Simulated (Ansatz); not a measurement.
**BeSe: frozen-core PAW against all-electron methods**

```
CELL_PARAMETERS angstrom
0.00000 2.53500 2.58570
2.53500 0.00000 2.58570
2.53500 2.53500 0.00000
ATOMIC_POSITIONS crystal
Be 0.00000 0.00000 0.00000
Se 0.75000 0.75000 0.75000
```

Atoms are numbered in the order listed.

The conventional cell has a = 3.585 Å, b = 3.585 Å, c = 5.171 Å, α = 90.00°, β = 90.00°, γ = 90.00°. Be (atom 1) has 4 Se at 2.21 Å as nearest neighbours. Se (atom 2) has 4 Be at 2.21 Å as nearest neighbours.

The cell is COD entry 9008837, as deposited and not checked against the literature; nothing was relaxed. It differs from other determinations. The listed cell was then made from it by scaling, straining or moving an atom.

Levels of theory: DFT, PBEsol, PAW with Ansatz's default frozen-core files, scalar-relativistic (Ansatz 0.2.0); DFT, PBEsol, all-electron PAW with datasets made for the crystal, scalar-relativistic (Ansatz 0.2.0); DFT, PBEsol, all-electron LAPW, scalar-relativistic (Ansatz 0.2.0).

For PAW: a Γ-centred 10×10×10 k mesh, Fermi–Dirac smearing of 0.03 eV, cutoff 420 eV, no spin polarisation; the PAW files were made with PBE, and the program remakes their frozen cores for this functional. The crystal-made all-electron datasets (AE datasets) take a cutoff of 220 eV at this cell. LAPW targets a basis error of 0.5 meV/atom. The Ansatz runs share mesh, smearing and spin set-up. Plane-wave (PAW) pressures include the program's estimate of the Pulay term.

Stress and pressure are positive in compression.

| quantity | PAW | AE datasets | LAPW |
| --- | --- | --- | --- |
| pressure (GPa) | 1.21 | 1.19 | 1.19 |
| stress xx (GPa) | 1.75 | 1.73 | 1.73 |
| stress zz (GPa) | 0.13 | 0.11 | 0.12 |
| band gap (eV) | 2.349 | 2.349 | 2.349 |
| field gradient Vzz at Se2 (10²¹ V/m²) | 0.86 | 0.87 | – |

PAW's pressure differs from the LAPW value by +0.02 GPa.
